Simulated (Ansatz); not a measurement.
Wurtzite SiC, relaxed with r2SCAN in the plane-wave code Ansatz. It is hexagonal, P6_3mc (No. 186); a = 3.075 Å, c = 5.048 Å in the conventional setting, 10.34 Å³ an atom. Si has 4 C at 1.88–1.90 Å; C has 4 Si at 1.88–1.90 Å.

The axes x, y and z are those of this cell:
```
Si C
1.0
     3.07536    0.00000    0.00000
    -1.53768    2.66334    0.00000
     0.00000    0.00000    5.04811
Si C
2 2
Direct
  0.33333 0.66667 0.99959
  0.66667 0.33333 0.49959
  0.33333 0.66667 0.37541
  0.66667 0.33333 0.87541
```

Unstrained: The PBE gap is indirect, 2.277 eV (Γ to K), below the direct gap of 3.978 eV at M. The r2SCAN gap is indirect, 2.653 eV (Γ to K), below the direct gap of 4.476 eV at M. The HSE06 gap is indirect, 3.160 eV (Γ to K), below the direct gap of 5.060 eV at M. Meshes: PBE 12×12×6, r2SCAN 12×12×6, HSE06 6×6×4. Strains are changes of length per length. After each strain the atoms were relaxed again with r2SCAN within the symmetry that the strain leaves, so tilts or polar shifts that break it weren't tested; points keep the names that they have in the unstrained zone. (Simulation; spin polarisation is off.)

(1) Apply uniaxial -1.33 % along x, other directions held. How far does the gap move, against the unstrained cell?

(2) Estimate what uniaxial -2.47 % along z, other directions held does to the gap.

## Answers

(1) PBE: the gap goes from 2.277 to 2.142 eV (-0.135 eV); with r2SCAN the top three valence levels at Γ, grouped 2+1 from the top over 112 meV, become 1+1+1 over 243 meV. r2SCAN: the gap goes from 2.653 to 2.517 eV (-0.136 eV). HSE06: the gap goes from 3.160 to 3.028 eV (-0.132 eV). The r2SCAN energy rises by 3.1 meV an atom.

(2) PBE: the gap goes from 2.277 to 2.297 eV (+0.020 eV); with r2SCAN the top three valence levels at Γ, grouped 2+1 from the top over 112 meV, become 1+2 over 138 meV. r2SCAN: the gap goes from 2.653 to 2.677 eV (+0.024 eV). HSE06: the gap goes from 3.160 to 3.195 eV (+0.035 eV). The r2SCAN energy rises by 11.7 meV an atom.

The meshes of the hybrids are coarse, so their gaps aren't converged to the digits shown.

The splittings at Γ are without spin-orbit coupling, which regroups them where it is of like size or larger.
